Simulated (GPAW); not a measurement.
# NbP (I4_1md) in GPAW: single point with PBEsol

Aim: the single point of NbP with PBEsol.

Program: GPAW 26.7.0. These are calculated values, not measurements. Logs are shortened: lines on timing, memory, paths and dates and some standing lists are left out, and cuts for length are marked. The log counts tension as positive stress, the text compression.

## (1) The undisturbed crystal

It takes space group I4_1md (No. 109, tetragonal). Conventional cell: a = 3.350 Å, b = 3.350 Å, c = 11.480 Å, α = 90.00°, β = 90.00°, γ = 90.00°. Nb (site symmetry 2mm) is surrounded by 6 P at 2.55 Å. P (site symmetry 2mm) is surrounded by 6 Nb at 2.55 Å.

The cell is a database's computed one.

## (2) Single point, PBEsol (atoms moved at random, drawn with an rms of 0.05 Å)

File run.py:

```python
from ase import Atoms
from ase.dft.bandgap import bandgap
from ase.io import write
from ase.units import GPa
from ase.parallel import parprint
from gpaw import GPAW, PW, setup_paths

setup_paths.insert(0, '.')

atoms = Atoms(['Nb', 'Nb', 'P', 'P'],
              cell=[[-1.6749232544, 1.6749232544, 5.7401081759],
                    [1.6749232544, -1.6749232544, 5.7401081759],
                    [1.6749232544, 1.6749232544, -5.7401081759]],
              scaled_positions=[[0.253561, 0.735582, 0.478283],
                                [0.498191, 0.493121, -0.011483],
                                [0.846944, 0.314082, 0.495379],
                                [0.06652, 0.078287, -0.010049]],
              pbc=True)

calc = GPAW(mode=PW(600),
            xc='PBEsol',
            kpts={'size': (11, 11, 11), 'gamma': True},
            occupations={'name': 'fermi-dirac', 'width': 0.05},
            nbands=34,
            convergence={'density': 1e-05, 'energy': 1e-05},
            maxiter=150,
            txt='gpaw.txt')
atoms.calc = calc
energy = atoms.get_potential_energy()
forces = atoms.get_forces()
stress = atoms.get_stress()
calc.write('gs.gpw')
write('result.traj', atoms)
parprint(f'Energy: {energy:.6f} eV')
parprint('Forces (eV/A):')
parprint(forces.round(4))
parprint('Stress (GPa):', (stress / GPa).round(3))
parprint('Fermi level:', round(calc.get_fermi_level(), 4), 'eV')
parprint(f'Gap: {bandgap(calc)[0]:.4f} eV, direct: {bandgap(calc, direct=True)[0]:.4f} eV')
```

Potentials or basis: PAW data sets generated in the run's folder for this functional, pw.

The run is started by

```sh
$ gpaw-setup -f PBEsol Nb P
$ OMP_NUM_THREADS=1 mpirun -n 4 gpaw python run.py
```

gpaw.txt:

```text
__  _  _
 | _ |_)|_||  |
 |__||  | ||/\| - 26.7.0

Input parameters:
  mode=PW(ecut=600.0),
  convergence={'density': 1e-05, 'energy': 1e-05},
  kpts=MonkhorstPack(size=(11, 11, 11), gamma=True),
  maxiter=150,
  nbands=34,
  occupations=Occupations(name='fermi-dirac', width=0.05),
  xc=XC(name='PBEsol')

Diagonalizing LCAO Hamiltonian
Converting LCAO to pw mode

       Nb
         P

           Nb

       P

Atoms  # Å, Bohr magnetons
|   | symbol |         x |         y |        z |    initial magnetic moments |
|---|--------|-----------|-----------|----------|-----------------------------|
| 0 |     Nb |  1.608436 | -0.006261 | 2.932392 | ( 0.0000,  0.0000,  0.0000) |
| 1 |     Nb | -0.027725 | -0.010741 | 5.756152 | ( 0.0000,  0.0000,  0.0000) |
| 2 |      P | -0.062781 |  1.722225 | 3.820886 | ( 0.0000,  0.0000,  0.0000) |
| 3 |      P |  0.002878 | -0.036540 | 0.888890 | ( 0.0000,  0.0000,  0.0000) |

Unit cell  # Å
| periodic |         x |         y |         z |  lengths |     angles |
|----------|-----------|-----------|-----------|----------|------------|
|      yes | -1.674923 |  1.674923 |  5.740108 | 6.209636 | 148.703633 |
|      yes |  1.674923 | -1.674923 |  5.740108 | 6.209636 | 148.703633 |
|      yes |  1.674923 |  1.674923 | -5.740108 | 6.209636 |  44.847726 |

Number of symmetries: 1
Symmetry operations  # r_c * U_cc + t_c -> r_c
|   | kind |            matrix            |
|---|------|------------------------------|
| 0 |  E   |  1, 0, 0,  0, 1, 0,  0, 0, 1 |

BZ-sampling:
  Number of BZ points: 1331
  Number of IBZ points: 666

  Monkhorst-Pack size: [11, 11, 11]
  Monkhorst-Pack shift: [0, 0, 0]

K-points  # in reciprocal-cell coordinates
|     |                                coordinates |     weight |
|-----|--------------------------------------------|------------|
|   0 | (  0.00000000,   0.00000000,   0.00000000) | 0.00075131 |
|   1 | (  0.00000000,   0.00000000,   0.09090909) | 0.00150263 |
|   2 | (  0.00000000,   0.00000000,   0.18181818) | 0.00150263 |
|   3 | (  0.00000000,   0.00000000,   0.27272727) | 0.00150263 |
|   4 | (  0.00000000,   0.00000000,   0.36363636) | 0.00150263 |
|   5 | (  0.00000000,   0.00000000,   0.45454545) | 0.00150263 |
|   6 | (  0.00000000,   0.09090909,  -0.45454545) | 0.00150263 |
|   7 | (  0.00000000,   0.09090909,  -0.36363636) | 0.00150263 |
|   8 | (  0.00000000,   0.09090909,  -0.27272727) | 0.00150263 |
|   9 | (  0.00000000,   0.09090909,  -0.18181818) | 0.00150263 |
| ... |                                            |            |
| 665 | (  0.45454545,   0.45454545,   0.45454545) | 0.00150263 |

Plane wave coefficients: 2178
Cutoff: 600.0 eV

Spin-components: 1 (collinear spins)
Bands:           34
Projectors:      22
Spin-degeneracy: 2
Datatype:        complex128

Parallelization:
  kpt:    4
  domain: 1
  band:   1

Density:
  Valence electrons: 36.0
  Components: 1
  Grid points: [36 36 36]
  Charge: 0.0  # |e|

Potential:
  Grid points: [36 36 36]

species:
  Nb:
    name:    Niobium
    Z:       41.0
    valence: 13
    core:    28
    charge:  0.0  # [|e|]
    compensation charges:
      type: gauss
      rc: 0.40  # [Å]
      lmax: 2
    cutoffs:
      filter: 2.35  # [Å]
      core: 1.51  # [Å]
    projectors
    | kind |    occ | energy [eV] | rcut [Å] |
    |------|--------|-------------|----------|
    |   4s |  2.000 |     -58.318 |    1.323 |
    |   5s |  1.000 |      -4.011 |    1.323 |
    |   4p |  6.000 |     -34.497 |    1.323 |
    |   5p |  0.000 |      -1.086 |    1.323 |
    |   4d |  4.000 |      -3.056 |    1.244 |
    |    d |        |      24.155 |    1.244 |

    Using partial waves for Nb as LCAO basis

  P:
    name:    Phosphorus
    Z:       15.0
    valence: 5
    core:    10
    charge:  0.0  # [|e|]
    compensation charges:
      type: gauss
      rc: 0.30  # [Å]
      lmax: 2
    cutoffs:
      filter: 1.69  # [Å]
      core: 1.81  # [Å]
    projectors
    | kind |    occ | energy [eV] | rcut [Å] |
    |------|--------|-------------|----------|
    |   3s |  2.000 |     -13.916 |    0.953 |
    |   3p |  3.000 |      -5.479 |    0.953 |
    |    s |        |      13.296 |    0.953 |
    |    p |        |      21.732 |    0.953 |
    |    d |        |       0.000 |    0.953 |

    Using partial waves for P as LCAO basis

Reference energy: -226271.007482  # eV

eigensolver:
  PPCG
  Converge bands: occupied
  niter=2

density mixing:
  MSR1-Mixer
  Pratt-step length: 0.05
  Maximum mixing coefficient: 0.75
  Old densities: 10
  SVD Regularization: 0.005
  Good broyden scale: 1.0
  Trust region scale: 1.0
  Backstep threshold: 4.0
  History deletion threshold: 6.0
  Fourier metric: weight=20.0, sigma=0.015

occupation numbers:
  Fermi-Dirac:
    width: 0.0500  # eV

poisson solver:
  ecut: 4800.0  # eV

xc functional:
  name: PBEsol with 2 nearest neighbor stencil

convergence criteria:
- Maximum integral of absolute [dens]ity change: 1e-05 electrons / valence electron
- Maximum [total energy] change in last 3 cyles: 1e-05 eV / valence electron
- Maximum integral of absolute [eigenst]ate change: 4e-08 eV^2 / valence electron
maximum number of iterations: 150

SCF iterations
|iter     | |      energy | eigst |  dens |
|---------|-|-------------|-------|-------|
|iter:   1| |  -40.470078 | +0.28 |       |
|iter:   2| |  -39.816909 | -1.93 | -0.95 |
|iter:   3| |  -37.972932 | -0.91 | -1.00 |
|iter:   4| |  -38.017611 | -2.51 | -1.61 |
|iter:   5| |  -37.942924 | -2.86 | -1.65 |
|iter:   6| |  -37.924902 | -3.24 | -1.87 |
|iter:   7| |  -37.924891 | -4.47 | -2.73 |
|iter:   8| |  -37.924733c| -5.17 | -3.10 |
|iter:   9| |  -37.924730c| -6.55 | -3.68 |
|iter:  10| |  -37.924730c| -8.06c| -4.23 |
|iter:  11| |  -37.924730c| -7.89c| -4.94 |
|iter:  12| |  -37.924730c| -8.86c| -5.66c|

Converged in 12 steps
Energy contributions relative to reference atoms: (reference = -226271.007482)

Energy contributions:
  Kinetic:           7.451284
  Coulomb:         -16.947699
  Zero:             -0.202117
  External:          0.000000
  Xc:              -28.223791
  Entropy:          -0.004814
  Spinorbit:         0.000000
  ----------------------------
  Free energy:     -37.927137
  Extrapolated:    -37.924730

dipole moment: (10.599241, 9.715199, -52.797323)  # |e|*Ang

Fermi level: 10.539
Eigenvalues  # (at kpt = [0.000, 0.000, 0.000])
| band index |      eig [eV] | occ [0-2] |
|------------|---------------|-----------|
|          0 |       -44.314 |     2.000 |
|        ... |               |           |
|         10 |         4.487 |     2.000 |
|         11 |         7.473 |     2.000 |
|         12 |         8.197 |     2.000 |
|         13 |         8.446 |     2.000 |
|         14 |         8.566 |     2.000 |
|         15 |         8.771 |     2.000 |
[... 8 lines left out ...]
|         24 |        14.426 |     0.000 |
|         25 |        14.593 |     0.000 |
|        ... |               |           |
|         33 |        23.353 |     0.000 |

No gap
No difference between direct/indirect transitions

Forces  # eV/Ang
|        x |        y |        z |
|----------|----------|----------|
|  0.28028 |  0.38592 | -1.08936 |  # Nb   0
|  0.12777 | -0.02846 | -0.28736 |  # Nb   1
|  0.04893 | -0.68117 |  0.26304 |  # P    2
| -0.45696 |  0.32373 |  1.11365 |  # P    3

Stress tensor  # eV/Ang^3
|         x |         y |         z |
|-----------|-----------|-----------|
|  0.034975 |  0.000215 | -0.000550 |
|  0.000215 |  0.027637 | -0.001299 |
| -0.000550 | -0.001299 |  0.051198 |

# Writing to gs.gpw (mode='')
```

stdout:

```text
<dir> UserWarning: The angles between your unit-cell vectors are 148.7, 148.7 and 44.8 degrees.  Results may be wrong!  Please Niggli-reduce your unit-cell so that the angles are closer to 90 degrees:

  from ase.build import niggli_reduce
  niggli_reduce(atoms)

  warnings.warn(
<dir> UserWarning: The angles between your unit-cell vectors are 148.7, 148.7 and 44.8 degrees.  Results may be wrong!  Please Niggli-reduce your unit-cell so that the angles are closer to 90 degrees:

  from ase.build import niggli_reduce
  niggli_reduce(atoms)

  warnings.warn(
<dir> UserWarning: The angles between your unit-cell vectors are 148.7, 148.7 and 44.8 degrees.  Results may be wrong!  Please Niggli-reduce your unit-cell so that the angles are closer to 90 degrees:

  from ase.build import niggli_reduce
  niggli_reduce(atoms)

  warnings.warn(
<dir> UserWarning: The angles between your unit-cell vectors are 148.7, 148.7 and 44.8 degrees.  Results may be wrong!  Please Niggli-reduce your unit-cell so that the angles are closer to 90 degrees:

  from ase.build import niggli_reduce
  niggli_reduce(atoms)

  warnings.warn(
Energy: -37.924730 eV
Forces (eV/A):
[[ 0.2803  0.3859 -1.0894]
 [ 0.1278 -0.0285 -0.2874]
 [ 0.0489 -0.6812  0.263 ]
 [-0.457   0.3237  1.1136]]
Stress (GPa): [ 5.604  4.428  8.203 -0.208 -0.088  0.034]
Fermi level: 10.5392 eV
Gap: 0.0000 eV, direct: 0.0000 eV
```

Wall time 8.8 min (4 MPI ranks of Arm Neoverse V2, shared host); peak memory 0.5 GiB.

What came out:

```
Free energy            : -37.9271 eV
Pressure               : -6.1 GPa
Largest force          : 1.247 eV/Å
Band gap on the k mesh : none (metal or under the smearing width)
```

Forces in eV/Å, atoms in the order of the input:
```
Nb   0.280  0.386 -1.089
Nb   0.128 -0.028 -0.287
P    0.049 -0.681  0.263
P   -0.457  0.324  1.114
```

Stress tensor (GPa, compression positive):
```
-5.60 -0.03  0.09
-0.03 -4.43  0.21
 0.09  0.21 -8.20
```

Caveat: the program warned that so skewed a cell can give wrong results.
